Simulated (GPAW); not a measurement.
Wanted: a Python script for a GPAW 26.7.0 run.

| Property | Result |
| --- | --- |
| Task | single point from a typed occupation |
| Functional | PBE |
| Potentials or basis | GPAW PAW data sets (gpaw-data 1.2.1) |
| Cutoff | 600 eV |
| Basis | pw |
| k mesh | 8 × 8 × 7 |
| Occupations | gaussian, width 0.05 eV |
| Spin | collinear spin, ferromagnetic start |
| Starting moments | [3.0, 0.0] μB |
| Maxiter | 120 |
| start of the occupation matrix | atoms |

The structure of CoO lies in CoO.xyz:

```xyz
2
Lattice="2.8562992300 0.0000000000 0.0000000000 -1.4281496100 2.4736276900 0.0000000000 0.0000000000 0.0000000000 2.7876065300" Properties=species:S:1:pos:R:3 pbc="T T T"
Co     0.0000000000      0.0000000000      0.0000000000
O      1.4281496167      0.8245425633      1.3938032650
```

Measurements of this composition are mostly on another form, of space group No. 225.

One way to write it, as run:

run.py

```python
import numpy as np
from ase.io import read
from gpaw import PW
from gpaw.dft import DFT
from gpaw.hubbard import aoom

atoms = read('CoO.xyz')
atoms.set_initial_magnetic_moments([3.0, 0.0])

dft = DFT(atoms,
          mode=PW(600),
          xc='PBE',
          kpts={'size': (8, 8, 7), 'gamma': True},
          occupations={'name': 'methfessel-paxton', 'order': 0, 'width': 0.05},
          nbands=19,
          convergence={'density': 1e-05, 'energy': 1e-05},
          maxiter=120,
          txt='gpaw.txt')
print(f'Energy: {dft.calculate_energy():.6f} eV')
print('Forces (eV/A):')
print(dft.calculate_forces().round(4))
print('Stress (eV/A^3):', dft.calculate_stress().round(6))
print('Moments:', dft.magmoms()[1][:, 2].round(3))
dft.write_converged()
dft.write_gpw_file('gs.gpw')
for a, l in {0: 2}.items():
    setup = dft.setups[a]
    for s, D_ii in enumerate(dft.density.D_asii[a]):
        n_mm = aoom(D_ii, l, setup.l_j, setup.n_j, setup.N0_q)[0]
        print(f'atom {a} spin {s} trace {n_mm.trace():.4f} eigenvalues', *np.linalg.eigvalsh(n_mm).round(3))
        np.savetxt(f'occupation-{a}-{s}.dat', n_mm, fmt='%8.4f')
```

Potentials or basis: GPAW PAW data sets (gpaw-data 1.2.1), pw.

The run is started by

```bash
$ OMP_NUM_THREADS=1 python run.py
```

It gave:

The pressure is -12.8 GPa and the band gap on the k mesh is none (metal or under the smearing width). The net moment is 3.00 μB per cell and the site moments are Co +2.54; O +0.30 μB.

Caveat: the cutoff is short for stress and forces, so pressures can be off by a GPa or more; a cell with one magnetic atom can't hold antiferromagnetic order, which such compounds often take; semilocal functionals often make such compounds metallic where correlation or magnetic order opens a gap, which also shifts bond lengths.

It took 93 s on 1 thread of Arm Neoverse V1, with other jobs on the host, peak memory 0.17 GiB.
